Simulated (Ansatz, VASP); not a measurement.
# BeTe: VASP beside Ansatz

File INCAR:

```
SYSTEM = BeTe
PREC = Accurate ; ENCUT = 520
EDIFF = 1E-6 ; ISMEAR = 0
SIGMA = 0.028000000000000004 ; LREAL = .False.
LASPH = .True. ; NELM = 60
ALGO = Fast ; ISIF = 2
LWAVE = .False. ; LCHARG = .False.
GGA = PE
```

File KPOINTS:

```
Automatic mesh
0
Gamma
  8 8 8
  0 0 0
```

Contents of POSCAR:

```
BeTe
1.0
    0.0000000000      2.7700000000      2.7700000000
    2.7700000000      0.0000000000      2.7700000000
    2.7700000000      2.7700000000      0.0000000000
Te Be
1 1
Direct
    0.7500000000      0.7500000000      0.7500000000
    0.0000000000      0.0000000000      0.0000000000
```

File input.yaml:

```yaml
crystal:
  lattice:
    - [0.0, 2.77, 2.77]
    - [2.77, 0.0, 2.77]
    - [2.77, 2.77, 0.0]
  atoms:
    - { symbol: Te, position: [0.75, 0.75, 0.75] }
    - { symbol: Be, position: [0.0, 0.0, 0.0] }
hamiltonian:
  xc: pbe
  pseudopotentials: { kind: paw }
kpoints:
  mp_grid: { grid: [8, 8, 8] }
scf:
  occupations: { method: gaussian, width: 0.028 }
output:
  forces: true
  stress: true
  eigenvalues: true
  write_density: true
  write_potential: true
  elf: true
  volumetric_format: npy
```

Alike in both runs: task single point; functional PBE; k mesh 8 × 8 × 8; occupations gaussian, width 0.028 eV; no spin polarisation.

|  | VASP | Ansatz |
| --- | --- | --- |
| version | VASP 6.6.1 | Ansatz 0.2.0 |
| potentials or method | VASP PAW PBE potentials, release 64 (Te, Be) | Ansatz PAW |
| plane-wave cutoff (eV) | 520 | 420 |
| valence electrons in the cell | 8 | 18 |

|  | VASP | Ansatz | Ansatz less VASP |
| --- | --- | --- | --- |
| gap on the k mesh at the Fermi level (eV) | 1.85 | 1.86 | +0.017 |
| least direct gap on the mesh (eV) | 3.56 | 3.59 | +0.022 |
| pressure (GPa) | 4.5 | 4.3 | -0.17 |

The two sets of potentials don't hold the same shells in valence.

Caveats: spin-orbit coupling is left out, which moves the levels of the heavy elements. PBE gaps usually lie below the measured ones, often by a third to a half. A k mesh can miss the band edges.
